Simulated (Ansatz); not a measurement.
# How much does Si in Cu(111), 2x2 scatter?

How strong a scatterer is Si in Cu(111), 2x2, and does relaxation matter?

Method: Ansatz plane-wave DFT, PBE, PAW files; ballistic transport by layer matching (Landauer), zero bias; PAW set soft_1, in the first sound run; inputs show where later runs differ, in Ansatz 0.2.0.

### Step 1. The starting structure

The cell holds 44 atoms: 43 Cu and 1 Si. Its edges and angles: a = 5.112 Å, b = 5.112 Å, c = 23.005 Å, α = 86.8°, β = 93.2°, γ = 120.0°. It derives from Cu. Regions: lead, 24 atoms (24 Cu); scattering region, 20 atoms (19 Cu and 1 Si). The structure is stacked along c, and the current runs across the ab planes.

### Step 2. Transmission at ideal sites

The defect sits in one plane of the supercell, all atoms on ideal sites; the layers about the cell's end are the lead. The mesh across the current, 12×12, is finer than the density's, because channels open and close sharply across the zone. Energies from -0.1 to 0.1 eV in steps of 0.05 eV are too few for the program's thermal sum, so it prints no conductance; for a metal the transmission near the Fermi level serves, at a fraction of the cost.

input.yaml

```yaml
crystal:
  lattice:
    - [5.1123254594, 0.0, 0.0]
    - [-2.5561627297, 4.4274037203, 0.0]
    - [-1.2780813649, 0.73790062, 22.9580794202]
  atoms:
    - { symbol: Cu, position: [0.0075757576, 0.9924242424, 0.0454545455] }
    - { symbol: Cu, position: [0.0075757576, 0.4924242424, 0.0454545455] }
    - { symbol: Cu, position: [0.5075757576, 0.9924242424, 0.0454545455] }
    - { symbol: Cu, position: [0.5075757576, 0.4924242424, 0.0454545455] }
    - { symbol: Cu, position: [0.1893939394, 0.3106060606, 0.1363636364] }
    - { symbol: Cu, position: [0.1893939394, 0.8106060606, 0.1363636364] }
    - { symbol: Cu, position: [0.6893939394, 0.3106060606, 0.1363636364] }
    - { symbol: Cu, position: [0.6893939394, 0.8106060606, 0.1363636364] }
    - { symbol: Cu, position: [0.3712121212, 0.1287878788, 0.2272727273] }
    - { symbol: Cu, position: [0.3712121212, 0.6287878788, 0.2272727273] }
    - { symbol: Cu, position: [0.8712121212, 0.1287878788, 0.2272727273] }
    - { symbol: Cu, position: [0.8712121212, 0.6287878788, 0.2272727273] }
    - { symbol: Cu, position: [0.053030303, 0.946969697, 0.3181818182] }
    - { symbol: Cu, position: [0.053030303, 0.446969697, 0.3181818182] }
    - { symbol: Cu, position: [0.553030303, 0.946969697, 0.3181818182] }
    - { symbol: Cu, position: [0.553030303, 0.446969697, 0.3181818182] }
    - { symbol: Cu, position: [0.2348484848, 0.2651515152, 0.4090909091] }
    - { symbol: Cu, position: [0.2348484848, 0.7651515152, 0.4090909091] }
    - { symbol: Cu, position: [0.7348484848, 0.2651515152, 0.4090909091] }
    - { symbol: Cu, position: [0.7348484848, 0.7651515152, 0.4090909091] }
    - { symbol: Si, position: [0.4166666667, 0.0833333333, 0.5] }
    - { symbol: Cu, position: [0.4166666667, 0.5833333333, 0.5] }
    - { symbol: Cu, position: [0.9166666667, 0.0833333333, 0.5] }
    - { symbol: Cu, position: [0.9166666667, 0.5833333333, 0.5] }
    - { symbol: Cu, position: [0.0984848485, 0.9015151515, 0.5909090909] }
    - { symbol: Cu, position: [0.0984848485, 0.4015151515, 0.5909090909] }
    - { symbol: Cu, position: [0.5984848485, 0.9015151515, 0.5909090909] }
    - { symbol: Cu, position: [0.5984848485, 0.4015151515, 0.5909090909] }
    - { symbol: Cu, position: [0.2803030303, 0.2196969697, 0.6818181818] }
    - { symbol: Cu, position: [0.2803030303, 0.7196969697, 0.6818181818] }
    - { symbol: Cu, position: [0.7803030303, 0.2196969697, 0.6818181818] }
    - { symbol: Cu, position: [0.7803030303, 0.7196969697, 0.6818181818] }
    - { symbol: Cu, position: [0.4621212121, 0.0378787879, 0.7727272727] }
    - { symbol: Cu, position: [0.4621212121, 0.5378787879, 0.7727272727] }
    - { symbol: Cu, position: [0.9621212121, 0.0378787879, 0.7727272727] }
    - { symbol: Cu, position: [0.9621212121, 0.5378787879, 0.7727272727] }
    - { symbol: Cu, position: [0.1439393939, 0.8560606061, 0.8636363636] }
    - { symbol: Cu, position: [0.1439393939, 0.3560606061, 0.8636363636] }
    - { symbol: Cu, position: [0.6439393939, 0.8560606061, 0.8636363636] }
    - { symbol: Cu, position: [0.6439393939, 0.3560606061, 0.8636363636] }
    - { symbol: Cu, position: [0.3257575758, 0.1742424242, 0.9545454545] }
    - { symbol: Cu, position: [0.3257575758, 0.6742424242, 0.9545454545] }
    - { symbol: Cu, position: [0.8257575758, 0.1742424242, 0.9545454545] }
    - { symbol: Cu, position: [0.8257575758, 0.6742424242, 0.9545454545] }
kpoints:
  mp_grid: { grid: [5, 5, 1] }
hamiltonian:
  xc: pbe
  pseudopotentials: { kind: paw, azcp: { folder: soft_1 } }
scf:
  occupations: { method: fermi_dirac, width: 0.1 }
output:
  transmission: { leads: [[0, 4]], kmesh: [12, 12], e_range: [-0.1, 0.1], de: 0.05 }
  write_potential: true
  write_density: true
  volumetric_format: npy
  elf: true
```

On the command line:

```
$ ansatz run input.yaml --threads 4 --pin off --max-ram 15360MiB --backend cpu --events-out ev --progress --plain --runs-dir out
```

Numbers of over 12 decimals in the logs are rounded to 6 here.

What it wrote:

```text
Engine: ansatz 0.2.0, x86_64-unknown-linux-gnu
Pseudopotentials: kind: paw
Pseudopotential: Cu, paw, valence charge 19, recommended cutoff 420 eV (normal), soft_1/Cu.paw.azcp
Pseudopotential: Si, paw, valence charge 4, recommended cutoff 420 eV (normal), soft_1/Si.paw.azcp
Functional definition: PBE
  parameter kappa = 0.804
  parameter beta = 0.066725
  exchange = pbe_x(kappa = kappa, mu = beta*pi^2/3)
  correlation = pbe_c(beta = beta)
Crystal: 44 atoms, lattice volume = 519.641 Å³
Basis set: ecut = 420 eV, 10219 PW (Γ)
Bands: 493, of which v1, the nominal top of the filled ones, is band 411 counted from 1 (410 counted from 0)
Symmetry: 4 space group operations
Space group: C2/m (ITA 12), of the structure as read, at distance tolerance 8.0e-5 Å
k-points: 9 of 25
Non-local potential: Cu, projectors of the file, l = 0: 3, l = 1: 2, l = 2: 3, l = 3: 1
Non-local potential: Si, projectors of the file, l = 0: 2, l = 1: 2, l = 2: 1
PAW form: soft (Blöchl's): semilocal exchange-correlation on the pseudo side does not see the compensation charge
PAW one-centre angular grid: Cu, 590 points (default); XC on 64 Gauss nodes
PAW one-centre angular grid: Si, 110 points (default); XC on 64 Gauss nodes
Initial density: superposition of atomic densities (chi_scale 0.1, normalization cell)
Initial wavefunctions: pseudopotential atomic-orbital guess
Functional: x = pbe(κ = 0.804, μ = 0.219515), c = pbe(β = 0.066725)
SCF iter   1: F=—  HF=-285559.853590 eV  |F-HF|=—  |Δ(HF+E_count)|=         —  Δρ=2.70e-1  dr2=2.31e2  ethr=3.10e-3  ⟨swp⟩=5.0  Hψ=14534  notcnv=0  defer=14
preconditioner: auto → Kerker (q_TF=auto, 2.944 Å⁻¹)  [metal: Δε(μ)=0.007 eV  Ē_g=8.973 eV  σ=0.100 eV  W_gap=0.02  n_scr=240 (ndim 8)  ℏωp=35.6 eV  f_vac=0.000  D(μ)=24.85/eV (n_scr^D=240)]
SCF iter   2: F=—  HF=-285526.202915 eV  |F-HF|=—  |Δ(HF+E_count)|=    3.37e1  Δρ=7.43e-2  dr2=2.29e1  ethr=3.10e-3  ⟨swp⟩=2.0  Hψ=8647  notcnv=0  defer=506
SCF iter   3: F=—  HF=-285520.234440 eV  |F-HF|=—  |Δ(HF+E_count)|=    5.97e0  Δρ=4.51e-2  dr2=8.70e0  ethr=2.80e-3  ⟨swp⟩=2.0  Hψ=5243  notcnv=0  defer=538
SCF iter   4: F=—  HF=-285518.675505 eV  |F-HF|=—  |Δ(HF+E_count)|=    1.56e0  Δρ=8.82e-3  dr2=3.45e-1  ethr=1.06e-3  ⟨swp⟩=2.0  Hψ=6090  notcnv=0  defer=541
SCF iter   5: F=—  HF=-285519.031236 eV  |F-HF|=—  |Δ(HF+E_count)|=   3.56e-1  Δρ=3.14e-3  dr2=3.63e-2  ethr=4.21e-5  ⟨swp⟩=2.0  Hψ=7443  notcnv=0  defer=547
SCF iter   6: F=—  HF=-285519.037012 eV  |F-HF|=—  |Δ(HF+E_count)|=   5.78e-3  Δρ=1.62e-3  dr2=2.50e-2  ethr=4.42e-6  ⟨swp⟩=2.0  Hψ=7590  notcnv=0  defer=547
SCF iter   7: F=—  HF=-285519.035915 eV  |F-HF|=—  |Δ(HF+E_count)|=   1.10e-3  Δρ=3.36e-4  dr2=4.21e-3  ethr=3.04e-6  ⟨swp⟩=2.1  Hψ=7365  notcnv=0  defer=547
SCF iter   8: F=—  HF=-285519.035854 eV  |F-HF|=—  |Δ(HF+E_count)|=   6.10e-5  Δρ=2.00e-4  dr2=7.98e-4  ethr=5.12e-7  ⟨swp⟩=1.3  Hψ=4110  notcnv=0  defer=547
SCF iter   9: F=—  HF=-285519.035919 eV  |F-HF|=—  |Δ(HF+E_count)|=   6.47e-5  Δρ=1.05e-4  dr2=1.22e-4  ethr=9.72e-8  ⟨swp⟩=1.0  Hψ=3890  notcnv=0  defer=547
SCF iter  10: F=—  HF=-285519.035913 eV  |F-HF|=—  |Δ(HF+E_count)|=   6.48e-6  Δρ=7.66e-5  dr2=2.67e-5  ethr=1.48e-8  ⟨swp⟩=2.1  Hψ=5835  notcnv=0  defer=547
SCF iter  11: F=—  HF=-285519.035792 eV  |F-HF|=—  |Δ(HF+E_count)|=   1.20e-4  Δρ=1.47e-5  dr2=1.15e-6  ethr=3.25e-9  ⟨swp⟩=2.0  Hψ=7553  notcnv=0  defer=547
SCF iter  12: F=—  HF=-285519.035793 eV  |F-HF|=—  |Δ(HF+E_count)|=   1.77e-7  Δρ=1.25e-5  dr2=5.15e-7  ethr=1.40e-10  ⟨swp⟩=2.0  Hψ=7520  notcnv=0  defer=547
SCF iter  13: F=—  HF=-285519.035792 eV  |F-HF|=—  |Δ(HF+E_count)|=   1.51e-7  Δρ=2.44e-6  dr2=8.15e-8  ethr=1.22e-11  ⟨swp⟩=6.0  Hψ=19136  notcnv=0
SCF iter  14: F=-285519.035792 eV  HF=-285519.035792 eV  |F-HF|=7.86e-8  |Δ(HF+E_count)|=   2.03e-8  Δρ=2.61e-6  dr2=9.18e-8  ethr=9.93e-12  ⟨swp⟩=2.0  Hψ=8170  notcnv=0
SCF 1 converged in 14 iterations: F = -285519.035792 eV  dr2 = 9.18e-8
  greatest PAW one-centre occupation: 1.000 electrons in one spin orbital (limit 2), on the Cu atom at site 25 (counted from 0), in its partial waves of l = 0
transmission: 151 of 1505 steps passed
transmission: 303 of 1505 steps passed
[...]
transmission: 1505 of 1505 steps passed
SCF converged after 14 iterations
Free energy (F): -285519.035792 eV
Harris-Foulkes:  -285519.035792 eV  (|F-HF|=7.86e-8)
Internal energy: -285518.524567 eV  (E = F + TS)
E sigma→0 (E₀):  -285518.780180 eV
Entropy (-TS):   -0.511225 eV (-11.619 meV/atom)
Fermi energy:    16.316450 eV
--- Per-component energies (eV) ---
  E_band       = -15812.305745
  E_kinetic    = 11298.048622
  E_local      = -198485.781236  (includes V_loc(G=0)·N_el)
  E_nonlocal   = 38272.299368
  E_hartree    = 84420.973032
  E_xc         = -3026.819941
  E_vxc        = -3883.612169  (∫ρ·V_xc dr)
  E_paw        = -78542.266845  (= ΣΔE_a)
  E_vpaw       = -31855.250666  (= ΣTr[D̂ρ^β])
  E_aug_tail   = 0.044199  (compensation charges beyond the density's cutoff)
  E_ewald      = -139455.021767
  E_smearing   = -0.511225  (= −TS)
  E_closure    = -0.000000  (closes the sum)
  Σ components = -285519.035792   (vs F -285519.035792, Δ=0.00e0)
--- Band table (eV; the first three rows and the last of 9) ---
  k-point 0: bands = [... 407 lower, 16.2547, 16.5108, 16.5210, 16.7202, 16.7215, 16.8793, 16.9164, 16.9784, ... 78 higher]
  k-point 1: bands = [... 407 lower, 16.0129, 16.0537, 16.0775, 16.1564, 16.2065, 16.3488, 16.4869, 16.6365, ... 78 higher]
  k-point 2: bands = [... 407 lower, 16.0734, 16.1457, 16.1766, 16.2852, 16.4361, 16.5395, 16.5934, 16.7055, ... 78 higher]
  k-point 8: bands = [... 407 lower, 16.0471, 16.1138, 16.1140, 16.2790, 16.3118, 16.4151, 16.4361, 16.9142, ... 78 higher]
--- Transmission ---
  basis      : 199 plane waves across, 35 finite elements along
  points     : 43, standing for a mesh of 12 x 12
  energies   : 5 from -0.100000 to 0.100000 eV about the Fermi level, 0.050000 eV apart; the leads are filled to 0.000000 eV, and channels, transmission and decay are at 0.000000 eV
  crystal 0  : Cu4, at the sites [0, 4], period 2.0871 Å, over 20.87 Å; its Hamiltonian steps by up to 7.5 meV
    offset         : up to 0.0000 Å between an atom of the period and one for which it stands
    channels       : 3.145833e0 a spin
    conductance    : none, the energies end too early or step too widely for 300 K: set another output.transmission.e_range or a lower de, or, where they end at an eighth of basis.ecutwfc, a higher one
  junction   : crystal 0 to crystal 0, 0.70 to 21.57 Å
    transmission   : 2.654868e0 a spin
    conductance    : none, the energies end too early or step too widely for 300 K: set another output.transmission.e_range or a lower de, or, where they end at an eighth of basis.ecutwfc, a higher one
```

The job ended after 6.2 min (4 threads of Intel Xeon Platinum 8259CL at 2.50GHz (Skylake/Cascade Lake), shared host; peak memory 5.2 GiB; 22 min of CPU time).

This run has no spin polarisation although its electron count is odd.

Numbers from this step:

```
free energy                                    : -285519.0358 eV
energy at zero smearing                        : -285518.7802 eV
Fermi energy                                   : 16.32 eV
cell area                                      : 22.63 Å²
transmission per spin nearest the Fermi level  : 2.655
open channels per spin nearest the Fermi level : 3.146
step of the lead's potential                   : 7.5 meV
```

Per spin. The transmission, zone mean by energy, zero at the Fermi level:

| energy (eV) | transmission, zone mean |
| --- | --- |
| -0.1000 | 2.74 |
| -0.0500 | 2.71 |
| 0.0000 | 2.65 |
| 0.0500 | 2.65 |
| 0.1000 | 2.60 |

Per spin. The open channels, zone mean, lead stays at 3.15 for energy from -0.1 to 0.1 eV.

Transmission over k1 and k2. At 0.0000 eV from the Fermi level.

Values, 12 rows by 12 columns:
```
2.87 3.71 2.81 1.89 1.90 2.81 3.71 2.87 2.85 2.96 2.96 2.85
2.76 2.81 3.58 2.66 2.63 2.66 3.58 2.81 2.76 2.79 2.96 2.96
2.93 1.89 2.66 3.21 2.24 2.24 3.21 2.66 1.90 2.93 2.79 2.96
2.76 1.90 2.63 2.24 2.22 1.98 2.22 2.24 2.63 1.90 2.76 2.85
2.87 2.81 2.66 2.24 1.98 1.31 1.31 1.98 2.24 2.66 2.81 2.87
3.75 3.71 3.58 3.21 2.22 1.31 0.86 1.31 2.22 3.21 3.58 3.71
2.87 2.87 2.81 2.66 2.24 1.98 1.31 1.31 1.98 2.24 2.66 2.81
2.76 2.85 2.76 1.90 2.63 2.24 2.22 1.98 2.22 2.24 2.63 1.90
2.93 2.96 2.79 2.93 1.90 2.66 3.21 2.24 2.24 3.21 2.66 1.89
2.76 2.96 2.96 2.79 2.76 2.81 3.58 2.66 2.63 2.66 3.58 2.81
2.87 2.85 2.96 2.96 2.85 2.87 3.71 2.81 1.90 1.89 2.81 3.71
3.75 2.87 2.76 2.93 2.76 2.87 3.75 2.87 2.76 2.93 2.76 2.87
```
Columns: k1 (b1) from -0.5 to 0.417; rows upwards: k2 (b2) from -0.5 to 0.417.

Open channels over k1 and k2. At 0.0000 eV from the Fermi level.

Ten even steps from '_' (3.00) to '@' (4.00):
```
__@@________@@__________
____@@______@@__________
______@@____@@__________
________________________
________________________
@@@@@@@@__________@@@@@@
________________________
________________________
____________@@____@@____
____________@@______@@__
____________@@________@@
@@__________@@__________
```
Columns: k1 (b1) from -0.5 to 0.417; rows upwards: k2 (b2) from -0.5 to 0.417.

Electrostatic potential energy in the ca plane at fractional y = 0.083, with atoms of Si and Cu within 0.2 Å of it. With pseudopotentials it is smooth inside the atoms' cores, unlike the true potential.

Ten even steps from '0' (-44 eV) to '9' (18 eV), each cell a mean:
```
99999962258999999999998400169999999999995001
99999830027999999999998400179999999988997435
99999830038999999999999732589988999766899888
99999964469986789988899988899877898634799999
99999998899963479986799999999877899645899878
99999999999853479987899877899988999878997424
99999998789976799999999644479999999999995000
99999962258999999999998457469999999999995001
99999830027999999999998456469999999988997435
99999830038999999999998644589988999766899888
99999964469986789988899887899877898634799999
99999998899963479986799999999877899645899878
99999999999863479987899977899988999878997424
99999998789976799999999721489999999999995000
```
Columns run along c (16.0 Å, from fractional 0.11 to 0.80 of the cell; values clipped at the 3rd and 97th percentile), rows up along a (5.1 Å). Atoms in or near the plane, at fractional coordinates: Si at (0.50, 0.42), Cu at (0.50, 0.92), Cu at (0.77, 0.46), Cu at (0.77, 0.96).

Valence density in the ca plane at fractional y = 0.083, with atoms of Si and Cu within 0.2 Å of it. It is the smooth field of the valence electrons, not physical close to the nuclei.

Values in e/Å³, 8 rows by 16 columns, each cell a mean:
```
 0  0  7  5  0  0  0  0  7 25  0  0  0  0  1 13
 0  0  9  6  0  0  0  0  1  3  0  0  0  1  0  1
 0  0  1  0  1  1  0  1  0  0  0  1  0  2  0  1
 0  0  0  0  1  1  0  0  0  0  0  0  0  0  1 14
 0  0  7  5  0  0  0  0  0  0  0  0  0  0  1 13
 0  0  9  6  0  0  0  0  0  0  0  0  0  1  0  1
 0  0  1  0  1  1  0  1  0  0  0  1  0  2  0  1
 0  0  0  0  1  1  0  0  1  3  0  0  0  0  1 14
```
Columns run along c (16.0 Å, from fractional 0.11 to 0.80 of the cell), rows up along a (5.1 Å). Atoms in or near the plane, at fractional coordinates: Si at (0.50, 0.42), Cu at (0.50, 0.92), Cu at (0.77, 0.46), Cu at (0.77, 0.96).

ELF in the ca plane at fractional y = 0.083, with atoms of Si and Cu within 0.2 Å of it. It is the smooth field of the valence electrons, not physical close to the nuclei.

Values, 8 rows by 16 columns, each cell a mean:
```
0.23 0.24 0.21 0.20 0.24 0.22 0.24 0.27 0.22 0.39 0.25 0.25 0.23 0.23 0.19 0.26
0.22 0.24 0.23 0.20 0.22 0.20 0.22 0.22 0.18 0.18 0.21 0.18 0.20 0.16 0.21 0.19
0.22 0.22 0.19 0.20 0.17 0.17 0.19 0.17 0.33 0.40 0.22 0.17 0.19 0.15 0.21 0.18
0.20 0.20 0.20 0.21 0.17 0.17 0.20 0.21 0.55 0.56 0.37 0.21 0.22 0.20 0.19 0.27
0.23 0.24 0.21 0.20 0.23 0.22 0.25 0.34 0.53 0.46 0.48 0.25 0.24 0.23 0.19 0.26
0.22 0.24 0.23 0.21 0.22 0.20 0.23 0.26 0.56 0.55 0.33 0.18 0.20 0.16 0.21 0.19
0.22 0.22 0.19 0.20 0.17 0.17 0.19 0.17 0.37 0.39 0.21 0.17 0.19 0.15 0.21 0.18
0.20 0.20 0.20 0.21 0.17 0.17 0.20 0.19 0.18 0.17 0.22 0.20 0.22 0.20 0.19 0.27
```
Columns run along c (16.0 Å, from fractional 0.11 to 0.80 of the cell), rows up along a (5.1 Å). Atoms in or near the plane, at fractional coordinates: Si at (0.50, 0.42), Cu at (0.50, 0.92), Cu at (0.77, 0.46), Cu at (0.77, 0.96).

Over the solved energies the transmission per spin lies between 2.60 and 2.74, out of 3.15 channels of the lead on average (up to 3.15).

### Step 3. Resistance at ideal sites

This step: Ansatz plane-wave DFT, PBE, PAW files; ballistic transport by layer matching (Landauer), zero bias; area resistance of the defect plane and resistivity an atomic per cent; PAW set soft_1 (Ansatz 0.2.0).

This step gave:

- area resistance: 0.1658 fΩ m²
- T over the leads' mean channel count: 0.8485
- resistivity per at.% scaled from this dense plane, with the factor 3/4 for isotropic scattering: 2.384 µΩ cm

Averaged over the energies near the Fermi level, 84.8 % of the channels pass, which makes 0.166 fΩ m².

By hand, with T and the leads' channels N averaged over the energies near the Fermi level: RA = A (h/2e²)(1/T − 1/N) = 22.63×10⁻²⁰ m² × 12 906 Ω × (1/2.669 − 1/3.146) = 0.166 fΩ m². Per atomic per cent: RA × A / V_atom × 0.01 × 3/4 = 2.38 µΩ cm, with the host's V_atom = 11.81 Å³.

(Part 1 of 3 ends here.)

[Logs are printed without paths, hosts, clocks, repeated set-up lines and the standing remarks that a program may print on its own settings, such as how far it seeks lower states.]

[Hosts, paths, dates, database ids (printed as entryN), source tags and the programs' standing remarks are cut or masked in the printed files.]
